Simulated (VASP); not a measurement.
# Zn (Fm-3m) in VASP: notebook

The runs below take Zn through single point, with PBE.

All numbers are computed with VASP 6.6.1; they aren't measurements. Logs are shortened: lines on timing, memory, paths and dates and some standing lists are left out, and cuts for length are marked.

### Step 1. Starting point

Symmetry: Fm-3m, No. 225, cubic system. The conventional cell has a = 4.007 Å, b = 4.007 Å, c = 4.007 Å, α = 90.00°, β = 90.00°, γ = 90.00°. Zn (site symmetry m-3m) has 12 Zn at 2.83 Å as nearest neighbours.

This isn't the form of Zn at room conditions, which is hcp.

### Step 2. Single point, PBE

INCAR

```
SYSTEM = Zn
PREC = Accurate ; ENCUT = 520
EDIFF = 1E-6 ; ISMEAR = 1
SIGMA = 0.05 ; LREAL = .False.
LASPH = .True. ; NELM = 100
ALGO = Fast ; ISIF = 2
LWAVE = .False. ; LCHARG = .True.
GGA = PE ; LELF = .True.
LVHAR = .True. ; NBANDS = 12
```

KPOINTS

```
regular mesh
0
Gamma
  22 22 22
  0 0 0
```

POSCAR

```
Zn
1.0
    0.0000000000      2.0033108028      2.0033108028
    2.0033108028      0.0000000000      2.0033108028
    2.0033108028      2.0033108028      0.0000000000
Zn
1
Direct
    0.0000000000      0.0000000000      0.0000000000
```

Potentials or basis: VASP PAW PBE potentials, release 64 (Zn).

Run with:

```bash
> cat potpaw_PBE.64/Zn/POTCAR > POTCAR
> mpirun -np 1 vasp_std > vasp.out
```

OUTCAR:

```text
SYSTEM = Zn
   PREC = Accurate
   ENCUT = 520
   EDIFF = 1E-6
   ISMEAR = 1
   LREAL = .False.
   LASPH = .True.
   NELM = 100
   ISIF = 2
   GGA = PE

 ion  position               nearest neighbor table
   1  0.000  0.000  0.000-

  LATTYP: Found a face centered cubic cell.
 ALAT       =     4.0066216056

  Lattice vectors:

 A1 = (   0.0000000000,   2.0033108028,   2.0033108028)
 A2 = (   2.0033108028,   0.0000000000,   2.0033108028)
 A3 = (   2.0033108028,   2.0033108028,   0.0000000000)

Analysis of symmetry for initial positions (statically):
=====================================================================
 Subroutine PRICEL returns:
 Original cell was already a primitive cell.

 Routine SETGRP: Setting up the symmetry group for a
 face centered cubic supercell.

 Subroutine GETGRP returns: Found 48 space group operations
 (whereof 48 operations were pure point group operations)
 out of a pool of 48 trial point group operations.

The static configuration has the point symmetry O_h .

Analysis of symmetry for dynamics (positions and initial velocities):
=====================================================================
 Subroutine PRICEL returns:
 Original cell was already a primitive cell.

 Routine SETGRP: Setting up the symmetry group for a
 face centered cubic supercell.

 Subroutine GETGRP returns: Found 48 space group operations
 (whereof 48 operations were pure point group operations)
 out of a pool of 48 trial point group operations.

The dynamic configuration has the point symmetry O_h .

 Subroutine INISYM returns: Found 48 space group operations
 (whereof 48 operations are pure point group operations),
 and found     1 'primitive' translations

----------------------------------------------------------------------------------------

                                     Primitive cell

  volume of cell :      16.0796

  direct lattice vectors                    reciprocal lattice vectors
     0.000000000  2.003310803  2.003310803    -0.249586834  0.249586834  0.249586834
     2.003310803  0.000000000  2.003310803     0.249586834 -0.249586834  0.249586834
     2.003310803  2.003310803  0.000000000     0.249586834  0.249586834 -0.249586834

  length of vectors
     2.833109307  2.833109307  2.833109307     0.432297077  0.432297077  0.432297077

  position of ions in fractional coordinates (direct lattice)
     0.000000000  0.000000000  0.000000000

  ion indices of the primitive-cell ions
   primitive index   ion index
                 1           1

[... 85 lines left out ...]
   EFERMI =   0.00;   METHOD = LEGACY
   ISMEAR =     1;   SIGMA  =   0.05  broadening in eV -4-tet -1-fermi 0-gaus
   EFERMI_NEDOS =   21; number of points for ismear=-14 and -15
   IALGO  =     68    algorithm
   IMIX   =      4    mixing-type and parameters
     AMIX     =   0.40;   BMIX     =  1.00
     AMIX_MAG =   1.60;   BMIX_MAG =  1.00
  volume/ion in A,a.u.               =      16.08       108.51
  Fermi-wavevector in a.u.,A,eV,Ry     =   1.484945  2.806138 30.001669  2.205060
  Thomas-Fermi vector in A             =   2.598418
   LORBIT       =      0    0 simple, 1 ext, 2 COOP (PROOUT), +10 PAW based schemes
   GGA     = PE    functional components
   LHFCALC =     F    Hartree Fock is set to
   AEXX    =    0.0000 exact exchange contribution
   IVDW    =     0    specifies the selected vdW correction
   LEPSILON=     F    determine dielectric tensor
   LRPA    =     F    only Hartree local field effects (RPA)
 non-spin polarized calculation
 RMM-DIIS sequential band-by-band and
 Methfessel and Paxton  Order N= 1 SIGMA  =   0.05
  energy-cutoff  :      520.00
  volume of cell :       16.08
 maximum number of plane-waves:       446
 NGX is ok and might be reduce to    24
   NGX = 11   NGY = 11   NGZ = 11

 number of electron      11.9999989 magnetization

 Free energy of the ion-electron system (eV)
  ---------------------------------------------------
  ext. energy  EPLUGINS =         0.00000000
  ---------------------------------------------------
  free energy    TOTEN  =        -1.07387702 eV

  energy without entropy =       -1.07400648  energy(sigma->0) =       -1.07392018

 E-fermi :   2.6473     XC(G=0): -11.2749

 val. band max:        2.5954427008   @ k =  -0.3636   0.2273   0.0909
 cond. band min:       2.6571078495   @ k =   0.4545   0.0455   0.0000
 fundamental gap:      0.0616651487
 Fermi energy:         2.6472834719

 k-point     1 :       0.0000    0.0000    0.0000
  band No.  band energies     occupation
      1      -7.2183      2.00000
      2      -4.7932      2.00000
      3      -4.7932      2.00000
      4      -4.7932      2.00000
      5      -4.4538      2.00000
      6      -4.4538      2.00000
      7      20.1511      0.00000
      8      20.1511      0.00000
      9      20.1511      0.00000
     10      21.1379      0.00000
     11      23.0133      0.00000
     12      23.0133      0.00000
[... 331 lines left out ...]
 k-point    24 :      -0.4545    0.0455    0.0000
  band No.  band energies     occupation
      1      -5.4138      2.00000
      2      -4.8010      2.00000
      3      -4.7853      2.00000
      4      -4.2238      2.00000
      5      -4.2100      2.00000
      6      -0.3588      2.00000
      7       1.7619      2.00000
      8      16.3907      0.00000
      9      17.1418      0.00000
     10      19.1446      0.00000
     11      21.2938      0.00000
     12      22.1984      0.00000

 [... further k-points ...]

------------------------ aborting loop because EDIFF is reached ----------------------------------------

  FORCE on cell =-STRESS in cart. coord.  units (eV):
  Direction    XX          YY          ZZ          XY          YZ          ZX
  --------------------------------------------------------------------------------------
  -------------------------------------------------------------------------------------
  Total       -0.3267107     -0.3267107     -0.3267107     -0.0000000     -0.0000000      0.0000000
  in kB      -32.5535939    -32.5535939    -32.5535939     -0.0000000     -0.0000000      0.0000000
  external PRESSURE =     -32.5535939 kB  Pullay stress =       0.0000000 kB

 VOLUME and BASIS-vectors are now :
 -----------------------------------------------------------------------------
  energy-cutoff  :      520.00
  volume of cell :       16.08
      direct lattice vectors                 reciprocal lattice vectors
     0.000000000  2.003310803  2.003310803    -0.249586834  0.249586834  0.249586834
     2.003310803  0.000000000  2.003310803     0.249586834 -0.249586834  0.249586834
     2.003310803  2.003310803  0.000000000     0.249586834  0.249586834 -0.249586834

 POSITION                                       TOTAL-FORCE (eV/Angst)
 -----------------------------------------------------------------------------------
      0.00000      0.00000      0.00000         0.000000      0.000000      0.000000
 -----------------------------------------------------------------------------------
    total drift:                               -0.000000     -0.000000     -0.000000

  FREE ENERGIE OF THE ION-ELECTRON SYSTEM (eV)
  ---------------------------------------------------
  free  energy   TOTEN  =        -1.0738770223 eV

  energy  without entropy=       -1.0740064843  energy(sigma->0) =       -1.07392018
```

stdout:

```text
POSCAR found type information on POSCAR Zn
 POSCAR found :  1 types and       1 ions
 scaLAPACK will be used
 LDA part: xc-table for (Slater+PW92), standard interpolation
 POSCAR, INCAR and KPOINTS ok, starting setup
 FFT: planning ... GRIDC
 FFT: planning ... GRID_SOFT
 FFT: planning ... GRID
 WAVECAR not read
 entering main loop
```

Wall time 35 s (1 thread of AMD EPYC 9R45 (Zen 5), shared host); peak memory 0.15 GiB.

What came out:

| Property | Result |
| --- | --- |
| Free energy | -1.0739 eV |
| Pressure | -3.3 GPa |
| Band gap on the k mesh | none (metal or under the smearing width) |

### Step 3. Single point, PBE

This run uses another cell than the first one, of 14.71 Å³/atom, 0.915 times its volume.

INCAR

```
  PREC = Accurate
  ENCUT = 520
  EDIFF = 1E-7
  ISMEAR = 1
  SIGMA = 0.05
  LREAL = F
  LASPH = T
  NELM = 100
  ALGO = Normal
  ISIF = 2
  LWAVE = F
  LCHARG = F
  GGA = PE
  NBANDS = 12
```

KPOINTS

```
regular mesh
0
Gamma
  22 22 22
```

POSCAR

```
Zn
1.0
    0.0000000000      1.9449284208      1.9449284208
    1.9449284208      0.0000000000      1.9449284208
    1.9449284208      1.9449284208      0.0000000000
Zn
1
Direct
    0.0000000000      0.0000000000      0.0000000000
```

Potentials or basis: VASP PAW PBE potentials, release 64 (Zn).

Run with:

```bash
> cat potpaw_PBE.64/Zn/POTCAR > POTCAR
> mpirun -np 1 vasp_std > vasp.out
```

OUTCAR:

```text
PREC = Accurate
   ENCUT = 520
   EDIFF = 1E-7
   ISMEAR = 1
   LREAL = F
   LASPH = T
   NELM = 100
   ISIF = 2
   GGA = PE

 ion  position               nearest neighbor table
   1  0.000  0.000  0.000-

  LATTYP: Found a face centered cubic cell.
 ALAT       =     3.8898568416

  Lattice vectors:

 A1 = (   0.0000000000,   1.9449284208,   1.9449284208)
 A2 = (   1.9449284208,   0.0000000000,   1.9449284208)
 A3 = (   1.9449284208,   1.9449284208,   0.0000000000)

Analysis of symmetry for initial positions (statically):
=====================================================================
 Subroutine PRICEL returns:
 Original cell was already a primitive cell.

 Routine SETGRP: Setting up the symmetry group for a
 face centered cubic supercell.

 Subroutine GETGRP returns: Found 48 space group operations
 (whereof 48 operations were pure point group operations)
 out of a pool of 48 trial point group operations.

The static configuration has the point symmetry O_h .

Analysis of symmetry for dynamics (positions and initial velocities):
=====================================================================
 Subroutine PRICEL returns:
 Original cell was already a primitive cell.

 Routine SETGRP: Setting up the symmetry group for a
 face centered cubic supercell.

 Subroutine GETGRP returns: Found 48 space group operations
 (whereof 48 operations were pure point group operations)
 out of a pool of 48 trial point group operations.

The dynamic configuration has the point symmetry O_h .

 Subroutine INISYM returns: Found 48 space group operations
 (whereof 48 operations are pure point group operations),
 and found     1 'primitive' translations

----------------------------------------------------------------------------------------

                                     Primitive cell

  volume of cell :      14.7143

[... 111 lines left out ...]
   GGA     = PE    functional components
   LHFCALC =     F    Hartree Fock is set to
   AEXX    =    0.0000 exact exchange contribution
   IVDW    =     0    specifies the selected vdW correction
   LEPSILON=     F    determine dielectric tensor
   LRPA    =     F    only Hartree local field effects (RPA)
 non-spin polarized calculation
 Methfessel and Paxton  Order N= 1 SIGMA  =   0.05
  energy-cutoff  :      520.00
  volume of cell :       14.71
 maximum number of plane-waves:       411
   NGX = 11   NGY = 11   NGZ = 11

 number of electron      11.9999989 magnetization

 Free energy of the ion-electron system (eV)
  ---------------------------------------------------
  ext. energy  EPLUGINS =         0.00000000
  ---------------------------------------------------
  free energy    TOTEN  =        -1.07922774 eV

  energy without entropy =       -1.07914950  energy(sigma->0) =       -1.07920166

 E-fermi :   3.2989     XC(G=0): -11.7376

 val. band max:        3.2880931690   @ k =  -0.3636   0.2273   0.0909
 cond. band min:       3.3375605363   @ k =  -0.4091   0.2727   0.0000
 fundamental gap:      0.0494673673
 Fermi energy:         3.2988769590

 k-point     1 :       0.0000    0.0000    0.0000
  band No.  band energies     occupation
      1      -7.2970      2.00000
      2      -4.3985      2.00000
      3      -4.3985      2.00000
      4      -4.3985      2.00000
      5      -3.9962      2.00000
      6      -3.9962      2.00000
      7      22.0027      0.00000
      8      22.0027      0.00000
      9      22.0027      0.00000
     10      22.4260      0.00000
     11      24.7372      0.00000
     12      24.7372      0.00000
[... 331 lines left out ...]
 k-point    24 :      -0.4545    0.0455    0.0000
  band No.  band energies     occupation
      1      -5.1614      2.00000
      2      -4.4094      2.00000
      3      -4.3907      2.00000
      4      -3.7306      2.00000
      5      -3.7109      2.00000
      6      -0.0392      2.00000
      7       2.4689      2.00000
      8      17.9415      0.00000
      9      18.7725      0.00000
     10      20.4396      0.00000
     11      22.8866      0.00000
     12      23.8095      0.00000

 [... further k-points ...]

------------------------ aborting loop because EDIFF is reached ----------------------------------------

  FORCE on cell =-STRESS in cart. coord.  units (eV):
  Direction    XX          YY          ZZ          XY          YZ          ZX
  --------------------------------------------------------------------------------------
  -------------------------------------------------------------------------------------
  Total        0.2354537      0.2354537      0.2354537      0.0000000     -0.0000000     -0.0000000
  in kB       25.6374796     25.6374796     25.6374796      0.0000000     -0.0000000     -0.0000000
  external PRESSURE =      25.6374796 kB  Pullay stress =       0.0000000 kB

 VOLUME and BASIS-vectors are now :
 -----------------------------------------------------------------------------
  energy-cutoff  :      520.00
  volume of cell :       14.71
      direct lattice vectors                 reciprocal lattice vectors
     0.000000000  1.944928421  1.944928421    -0.257078870  0.257078870  0.257078870
     1.944928421  0.000000000  1.944928421     0.257078870 -0.257078870  0.257078870
     1.944928421  1.944928421  0.000000000     0.257078870  0.257078870 -0.257078870

 POSITION                                       TOTAL-FORCE (eV/Angst)
 -----------------------------------------------------------------------------------
      0.00000      0.00000      0.00000         0.000000      0.000000      0.000000
 -----------------------------------------------------------------------------------
    total drift:                               -0.000000     -0.000000     -0.000000

  FREE ENERGIE OF THE ION-ELECTRON SYSTEM (eV)
  ---------------------------------------------------
  free  energy   TOTEN  =        -1.0792277418 eV

  energy  without entropy=       -1.0791494998  energy(sigma->0) =       -1.07920166
```

OSZICAR:

```text
N       E                     dE             d eps       ncg     rms          rms(c)
DAV:   1     0.425031507662E+02    0.42503E+02   -0.65547E+03  8088   0.159E+03
DAV:   2     0.297317357833E-01   -0.42473E+02   -0.39863E+02  8176   0.216E+02
DAV:   3    -0.118374964987E+01   -0.12135E+01   -0.12116E+01  9172   0.363E+01
DAV:   4    -0.118631782896E+01   -0.25682E-02   -0.25680E-02  8776   0.162E+00
DAV:   5    -0.118631974344E+01   -0.19145E-05   -0.19145E-05  9120   0.430E-02    0.301E+00
DAV:   6    -0.108682991343E+01    0.99490E-01   -0.53456E-01  9492   0.148E+01    0.226E+00
DAV:   7    -0.108154988825E+01    0.52800E-02   -0.98915E-03  8552   0.195E+00    0.114E+00
DAV:   8    -0.107922211801E+01    0.23278E-02   -0.11166E-03  9456   0.486E-01    0.351E-02
DAV:   9    -0.107922830998E+01   -0.61920E-05   -0.97108E-05 10936   0.138E-01    0.230E-02
DAV:  10    -0.107922798606E+01    0.32392E-06   -0.65342E-06  8396   0.410E-02    0.163E-03
DAV:  11    -0.107922783418E+01    0.15188E-06   -0.13130E-07  6728   0.677E-03    0.577E-04
DAV:  12    -0.107922774183E+01    0.92353E-07   -0.19544E-08  4636   0.163E-03
   1 F= -.10792277E+01 E0= -.10792017E+01  d E =-.782420E-04
```

stdout:

```text
POSCAR found type information on POSCAR Zn
 POSCAR found :  1 types and       1 ions
 scaLAPACK will be used
 LDA part: xc-table for (Slater+PW92), standard interpolation
 POSCAR, INCAR and KPOINTS ok, starting setup
 FFT: planning ... GRIDC
 FFT: planning ... GRID_SOFT
 FFT: planning ... GRID
 WAVECAR not read
 entering main loop
```

Wall time 22 s (1 thread of AMD EPYC 9R45 (Zen 5), shared host); peak memory 0.13 GiB.

Results:

```
Free energy            : -1.0792 eV
Pressure               : 2.6 GPa
Band gap on the k mesh : none (metal or under the smearing width)
```

Levels at points of the mesh, in eV from the Fermi level:
```csv
k point,band 4,band 5,band 6,band 7,band 8,band 9
"(0.00, 0.00, 0.00)",-7.70,-7.30,-7.30,18.70,18.70,18.70
"(0.50, 0.00, 0.00)",-7.00,-7.00,-3.03,-1.32,15.62,15.62
"(0.50, 0.50, 0.00)",-6.92,-6.92,-1.07,1.85,8.59,8.59
```
